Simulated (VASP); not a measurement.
# Zr15Si32 (a cell with a defect) in VASP: relaxation of the atoms with PBE

Aim: the relaxation of the atoms of Zr15Si32 (a cell with a defect) with PBE.

All numbers are computed with VASP 6.6.1; they aren't measurements. Logs are shortened: lines on timing, memory, paths and dates and some standing lists are left out, and cuts for length are marked.

### 1 Starting point

The cell holds a defect, 47 atoms: a = 7.412 Å, b = 14.735 Å, c = 7.344 Å, α = 90.00°, β = 90.00°, γ = 90.00°.

### 2 Relaxation of the atoms, PBE

Contents of INCAR:

```
PREC     = Accurate       # precision mode
ENCUT    = 520            # plane-wave cutoff, eV
EDIFF    = 1E-6           # SCF threshold, eV
ISMEAR   = 1              # smearing method
SIGMA    = 0.1            # smearing width, eV
LREAL    = False          # projectors in reciprocal space
LASPH    = True           # aspherical terms in the spheres
NELM     = 60             # most SCF steps
ALGO     = Fast           # electronic algorithm
ISIF     = 2              # what is computed and relaxed
LWAVE    = False          # write WAVECAR
LCHARG   = False          # write CHGCAR
GGA      = PE             # functional
IBRION   = 2              # ionic algorithm
NSW      = 40             # ionic steps
EDIFFG   = -0.005         # ionic threshold
```

Contents of KPOINTS:

```
Automatic mesh
0
Gamma
  3 2 3
```

Contents of POSCAR:

```
Zr15Si32
1.0
    7.4120000000      0.0000000000      0.0000000000
    0.0000000000     14.7350000000      0.0000000000
    0.0000000000      0.0000000000      7.3440000000
Zr Si
15 32
Direct
    0.2500000000      0.6054000000      0.6250000000
    0.5000000000      0.1054000000      0.1250000000
    0.5000000000      0.1054000000      0.6250000000
    0.7500000000      0.6054000000      0.1250000000
    0.7500000000      0.6054000000      0.6250000000
    0.0000000000      0.1054000000      0.1250000000
    0.0000000000      0.1054000000      0.6250000000
    0.2500000000      0.3946000000      0.3750000000
    0.2500000000      0.3946000000      0.8750000000
    0.5000000000      0.8946000000      0.3750000000
    0.5000000000      0.8946000000      0.8750000000
    0.7500000000      0.3946000000      0.3750000000
    0.7500000000      0.3946000000      0.8750000000
    0.0000000000      0.8946000000      0.3750000000
    0.0000000000      0.8946000000      0.8750000000
    0.2500000000      0.9478000000      0.1250000000
    0.2500000000      0.9478000000      0.6250000000
    0.5000000000      0.4478000000      0.1250000000
    0.5000000000      0.4478000000      0.6250000000
    0.7500000000      0.9478000000      0.1250000000
    0.7500000000      0.9478000000      0.6250000000
    0.0000000000      0.4478000000      0.1250000000
    0.0000000000      0.4478000000      0.6250000000
    0.2500000000      0.0522000000      0.3750000000
    0.2500000000      0.0522000000      0.8750000000
    0.5000000000      0.5522000000      0.3750000000
    0.5000000000      0.5522000000      0.8750000000
    0.7500000000      0.0522000000      0.3750000000
    0.7500000000      0.0522000000      0.8750000000
    0.0000000000      0.5522000000      0.3750000000
    0.0000000000      0.5522000000      0.8750000000
    0.2500000000      0.2504000000      0.1250000000
    0.2500000000      0.2504000000      0.6250000000
    0.5000000000      0.7504000000      0.1250000000
    0.5000000000      0.7504000000      0.6250000000
    0.7500000000      0.2504000000      0.1250000000
    0.7500000000      0.2504000000      0.6250000000
    0.0000000000      0.7504000000      0.1250000000
    0.0000000000      0.7504000000      0.6250000000
    0.2500000000      0.7496000000      0.3750000000
    0.2500000000      0.7496000000      0.8750000000
    0.5000000000      0.2496000000      0.3750000000
    0.5000000000      0.2496000000      0.8750000000
    0.7500000000      0.7496000000      0.3750000000
    0.7500000000      0.7496000000      0.8750000000
    0.0000000000      0.2496000000      0.3750000000
    0.0000000000      0.2496000000      0.8750000000
```

Potentials or basis: VASP PAW PBE potentials, release 64 (Zr_sv, Si).

Command:

```console
$ cat potpaw_PBE.64/Zr_sv/POTCAR potpaw_PBE.64/Si/POTCAR > POTCAR
$ mpirun -np 8 vasp_std > vasp.out
```

OUTCAR:

```text
PREC = Accurate
   ENCUT = 520
   EDIFF = 1E-6
   ISMEAR = 1
   LREAL = False
   LASPH = True
   NELM = 60
   ISIF = 2
   GGA = PE
   IBRION = 2
   NSW = 40
   EDIFFG = -0.005

 ion  position               nearest neighbor table
   1  0.250  0.605  0.625-  26 2.72  27 2.72  30 2.72  31 2.72  40 2.81  41 2.81  35 2.83  39 2.83
                            19 2.97  23 2.97   8 3.61   9 3.61   5 3.71   5 3.71
   2  0.500  0.105  0.125-  24 2.72  25 2.72  28 2.72  29 2.72  42 2.81  43 2.81  32 2.83  36 2.83
                            16 2.97  20 2.97  10 3.61  11 3.61   3 3.67   3 3.67   6 3.71   6 3.71
   3  0.500  0.105  0.625-  24 2.72  25 2.72  28 2.72  29 2.72  42 2.81  43 2.81  33 2.83  37 2.83
                            17 2.97  21 2.97  10 3.61  11 3.61   2 3.67   2 3.67   7 3.71   7 3.71
   4  0.750  0.605  0.125-  26 2.72  27 2.72  30 2.72  31 2.72  44 2.81  45 2.81  34 2.83  38 2.83
                            18 2.97  22 2.97  12 3.61  13 3.61   5 3.67   5 3.67
   5  0.750  0.605  0.625-  26 2.72  27 2.72  30 2.72  31 2.72  44 2.81  45 2.81  35 2.83  39 2.83
                            19 2.97  23 2.97  12 3.61  13 3.61   4 3.67   4 3.67   1 3.71   1 3.71
   6  0.000  0.105  0.125-  24 2.72  25 2.72  28 2.72  29 2.72  46 2.81  47 2.81  32 2.83  36 2.83
                            16 2.97  20 2.97  14 3.61  15 3.61   7 3.67   7 3.67   2 3.71   2 3.71
   7  0.000  0.105  0.625-  24 2.72  25 2.72  28 2.72  29 2.72  46 2.81  47 2.81  33 2.83  37 2.83
                            17 2.97  21 2.97  14 3.61  15 3.61   6 3.67   6 3.67   3 3.71   3 3.71
   8  0.250  0.395  0.375-  18 2.72  19 2.72  22 2.72  23 2.72  32 2.81  33 2.81  42 2.83  46 2.83
                            26 2.97  30 2.97   1 3.61   9 3.67   9 3.67  12 3.71  12 3.71
   9  0.250  0.395  0.875-  18 2.72  19 2.72  22 2.72  23 2.72  32 2.81  33 2.81  43 2.83  47 2.83
                            27 2.97  31 2.97   1 3.61   8 3.67   8 3.67  13 3.71  13 3.71
  10  0.500  0.895  0.375-  16 2.72  17 2.72  20 2.72  21 2.72  34 2.81  35 2.81  40 2.83  44 2.83
                            24 2.97  28 2.97   2 3.61   3 3.61  11 3.67  11 3.67  14 3.71  14 3.71
  11  0.500  0.895  0.875-  16 2.72  17 2.72  20 2.72  21 2.72  34 2.81  35 2.81  41 2.83  45 2.83
                            25 2.97  29 2.97   2 3.61   3 3.61  10 3.67  10 3.67  15 3.71  15 3.71
  12  0.750  0.395  0.375-  18 2.72  19 2.72  22 2.72  23 2.72  36 2.81  37 2.81  42 2.83  46 2.83
                            26 2.97  30 2.97   4 3.61   5 3.61  13 3.67  13 3.67   8 3.71   8 3.71
  13  0.750  0.395  0.875-  18 2.72  19 2.72  22 2.72  23 2.72  36 2.81  37 2.81  43 2.83  47 2.83
                            27 2.97  31 2.97   4 3.61   5 3.61  12 3.67  12 3.67   9 3.71   9 3.71
  14  0.000  0.895  0.375-  16 2.72  17 2.72  20 2.72  21 2.72  38 2.81  39 2.81  40 2.83  44 2.83
                            24 2.97  28 2.97   6 3.61   7 3.61  15 3.67  15 3.67  10 3.71  10 3.71
  15  0.000  0.895  0.875-  16 2.72  17 2.72  20 2.72  21 2.72  38 2.81  39 2.81  41 2.83  45 2.83
                            25 2.97  29 2.97   6 3.61   7 3.61  14 3.67  14 3.67  11 3.71  11 3.71
  16  0.250  0.948  0.125-  24 2.40  25 2.40  14 2.72  15 2.72  10 2.72  11 2.72   2 2.97   6 2.97
[... 49 lines left out ...]
  46  0.000  0.250  0.375-  32 2.61  33 2.61  36 2.61  37 2.61   6 2.81   7 2.81   8 2.83  12 2.83

  47  0.000  0.250  0.875-  32 2.61  33 2.61  36 2.61  37 2.61   6 2.81   7 2.81   9 2.83  13 2.83

  LATTYP: Found a simple orthorhombic cell.
 ALAT       =     7.3440000000
 B/A-ratio  =     1.0092592593
[... 252 lines left out ...]
 number of electron     307.9999997 magnetization

 Free energy of the ion-electron system (eV)
  ---------------------------------------------------
  ext. energy  EPLUGINS =         0.00000000
  ---------------------------------------------------
  free energy    TOTEN  =      -329.07302976 eV

  energy without entropy =     -329.06608234  energy(sigma->0) =     -329.07071395

------------------------ aborting loop because EDIFF is reached ----------------------------------------

  FORCE on cell =-STRESS in cart. coord.  units (eV):
  Direction    XX          YY          ZZ          XY          YZ          ZX
  --------------------------------------------------------------------------------------
  -------------------------------------------------------------------------------------
  Total        0.2890136      2.1126727      1.9207808      0.0000000      0.0000000      0.0000000
  in kB        0.5773120      4.2201179      3.8368089      0.0000000      0.0000000      0.0000000
  external PRESSURE =       2.8780796 kB  Pullay stress =       0.0000000 kB
[... 224 lines left out ...]
  FREE ENERGIE OF THE ION-ELECTRON SYSTEM (eV)
  ---------------------------------------------------
  free  energy   TOTEN  =      -329.4061230309 eV

  energy  without entropy=     -329.4009664309  energy(sigma->0) =     -329.40440416

[... ionic steps 4 to 13 ...]

--------------------------------------- Ionic step       14  -------------------------------------------

 number of electron     307.9999998 magnetization

------------------------ aborting loop because EDIFF is reached ----------------------------------------
[... 157 lines left out ...]
--------------------------------------- Ionic step       16  -------------------------------------------

 number of electron     307.9999998 magnetization

 Free energy of the ion-electron system (eV)
  ---------------------------------------------------
  ext. energy  EPLUGINS =         0.00000000
  ---------------------------------------------------
  free energy    TOTEN  =      -329.53881920 eV

  energy without entropy =     -329.52336822  energy(sigma->0) =     -329.53366888

 E-fermi :   9.5010     XC(G=0): -11.1341

 val. band max:        9.4634365437   @ k =   0.0000   0.5000   0.3333
 cond. band min:       9.5082221886   @ k =   0.0000   0.5000   0.3333
 fundamental gap:      0.0447856449
 Fermi energy:         9.5009989471

 k-point     1 :       0.0000    0.0000    0.0000
  band No.  band energies     occupation
      1     -39.2135      2.00000
      2     -39.1624      2.00000
      3     -39.1534      2.00000
      4     -39.1495      2.00000
      5     -39.1409      2.00000
      6     -39.1359      2.00000
[... 1341 lines left out ...]
    165      10.6950     -0.00000
    166      10.7509     -0.00000
 [bands above 166 left out]

------------------------ aborting loop because EDIFF is reached ----------------------------------------

  FORCE on cell =-STRESS in cart. coord.  units (eV):
  Direction    XX          YY          ZZ          XY          YZ          ZX
  --------------------------------------------------------------------------------------
  -------------------------------------------------------------------------------------
  Total       -0.7427536     -6.0045238     -3.0107895      0.0000000      0.0000000      0.0000000
  in kB       -1.4836694    -11.9941903     -6.0141293      0.0000000      0.0000000      0.0000000
  external PRESSURE =      -6.4973297 kB  Pullay stress =       0.0000000 kB
[... 62 lines left out ...]
  FREE ENERGIE OF THE ION-ELECTRON SYSTEM (eV)
  ---------------------------------------------------
  free  energy   TOTEN  =      -329.5388192041 eV

  energy  without entropy=     -329.5233682239  energy(sigma->0) =     -329.53366888

 reached required accuracy - stopping structural energy minimisation
```

It took 47 min on 8 MPI ranks of AMD EPYC 9R45 (Zen 5), shared host; peak memory 0.41 GiB.

What came out:

```yaml
Free_energy: -329.5388 eV
Energy_gained_by_relaxing: 9.9 meV/atom
Ionic_steps: 16
Pressure_after_relaxing: -0.6 GPa
Largest_force_after_relaxing: 0.004 eV/Å
Band_gap_on_the_k_mesh: none (metal or under the smearing width)
```

Forces on the atoms (eV/Å):
```
Zr   0.000 -0.003  0.000
Zr   0.001 -0.002  0.000
Zr  -0.001 -0.001  0.000
Zr   0.000  0.000  0.000
Zr   0.000  0.003  0.000
Zr  -0.001 -0.002  0.000
Zr   0.001 -0.001  0.000
Zr   0.000  0.000  0.000
Zr   0.000  0.000  0.000
Zr   0.000 -0.001  0.000
Zr   0.000 -0.001  0.000
Zr   0.000  0.001 -0.001
Zr   0.000  0.001  0.001
Zr   0.000 -0.001  0.000
Zr   0.000 -0.001  0.000
Si   0.000  0.000  0.000
Si   0.000  0.001  0.000
Si  -0.002  0.003  0.000
Si   0.001 -0.003  0.000
Si   0.000  0.000  0.000
Si   0.000  0.000  0.000
Si   0.002  0.003  0.000
Si  -0.001 -0.003  0.000
Si   0.000  0.004  0.002
Si   0.000  0.004 -0.002
Si   0.002  0.001  0.001
Si   0.002  0.001 -0.001
Si   0.000  0.003 -0.002
Si   0.000  0.003  0.002
Si  -0.002  0.001  0.001
Si  -0.002  0.001 -0.001
Si   0.000  0.000  0.000
Si   0.000 -0.001  0.000
Si   0.001 -0.002  0.000
Si   0.000  0.000  0.000
Si   0.000 -0.001  0.000
Si   0.000  0.002  0.000
Si  -0.001 -0.002  0.000
Si   0.000  0.000  0.000
Si   0.000 -0.001  0.000
Si   0.000 -0.001  0.000
Si   0.000  0.000  0.000
Si   0.000  0.000  0.000
Si   0.000 -0.001 -0.001
Si   0.000 -0.001  0.001
Si   0.000  0.000  0.000
Si   0.000  0.000  0.000
```

Step by step:
| step | energy change (eV) | largest force (eV/Å) | pressure (GPa) |
| --- | --- | --- | --- |
| 1 | 0.0000 | 0.9119 | 0.29 |
| 2 | -0.2218 | 0.5962 | -0.01 |
| 3 | -0.3331 | 0.3304 | -0.32 |
| 4 | -0.3990 | 0.2381 | -0.44 |
| 5 | -0.4139 | 0.2117 | -0.50 |
| 6 | -0.4413 | 0.1553 | -0.55 |
| 7 | -0.4521 | 0.1580 | -0.59 |
| 8 | -0.4617 | 0.0728 | -0.63 |
| 9 | -0.4621 | 0.0692 | -0.64 |
| 10 | -0.4646 | 0.0324 | -0.65 |
| 11 | -0.4649 | 0.0374 | -0.65 |
| 12 | -0.4656 | 0.0162 | -0.65 |
| 13 | -0.4656 | 0.0164 | -0.65 |
| 14 | -0.4658 | 0.0061 | -0.65 |
| 15 | -0.4658 | 0.0060 | -0.65 |
| 16 | -0.4658 | 0.0041 | -0.65 |

Final structure:
```
Zr Si
1.0
     7.41200    0.00000    0.00000
     0.00000   14.73500    0.00000
     0.00000    0.00000    7.34400
Zr Si
15 32
Direct
  0.25000 0.60519 0.62500
  0.50001 0.10387 0.12500
  0.49995 0.10382 0.62500
  0.75000 0.60384 0.12500
  0.75000 0.60295 0.62500
  0.99999 0.10387 0.12500
  0.00005 0.10382 0.62500
  0.25000 0.39602 0.37841
  0.25000 0.39602 0.87159
  0.49898 0.89339 0.37400
  0.49898 0.89339 0.87600
  0.75000 0.39519 0.37248
  0.75000 0.39519 0.87752
  0.00102 0.89339 0.37400
  0.00102 0.89339 0.87600
  0.25000 0.94536 0.12500
  0.25000 0.94421 0.62500
  0.49544 0.45073 0.12500
  0.50294 0.45446 0.62500
  0.75000 0.94395 0.12500
  0.75000 0.94363 0.62500
  0.00456 0.45073 0.12500
  0.99706 0.45446 0.62500
  0.25000 0.05225 0.37541
  0.25000 0.05225 0.87459
  0.48314 0.55973 0.36386
  0.48314 0.55973 0.88614
  0.75000 0.05154 0.37507
  0.75000 0.05154 0.87493
  0.01686 0.55973 0.36386
  0.01686 0.55973 0.88614
  0.25000 0.25028 0.12500
  0.25000 0.25031 0.62500
  0.49654 0.74503 0.12500
  0.49975 0.74950 0.62500
  0.75000 0.24952 0.12500
  0.75000 0.25070 0.62500
  0.00346 0.74503 0.12500
  0.00025 0.74950 0.62500
  0.25000 0.74341 0.36610
  0.25000 0.74341 0.88390
  0.50082 0.25047 0.37481
  0.50082 0.25047 0.87519
  0.75000 0.74933 0.37541
  0.75000 0.74933 0.87459
  0.99918 0.25047 0.37481
  0.99918 0.25047 0.87519
```
